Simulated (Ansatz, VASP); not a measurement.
# Hf in VASP and in Ansatz

```
CELL_PARAMETERS angstrom
0.00000 2.22000 2.22000
2.22000 0.00000 2.22000
2.22000 2.22000 0.00000
ATOMIC_POSITIONS crystal
Hf 0.00000 0.00000 0.00000
```

Alike in both runs: task single point; functional PBE; k mesh 10 × 10 × 10; occupations fermi-dirac, width 0.05 eV; no spin polarisation.

|  | VASP | Ansatz |
| --- | --- | --- |
| version | VASP 6.6.1 | Ansatz 0.2.0 |
| potentials or method | VASP PAW PBE potentials, release 64 (Hf_pv), cutoff 520 eV | all-electron LAPW, scalar-relativistic |

```csv
,VASP,Ansatz,Ansatz less VASP
gap on the k mesh at the Fermi level (eV),none,none,-
pressure (GPa),2.6,3.1,+0.46
```

A gap of «none» marks a metal or a gap that the smearing closes. Ansatz ran all-electron here, so the differences hold the error of VASP's frozen core and of both bases.

Spin-orbit coupling is left out, which matters for the levels of Hf.
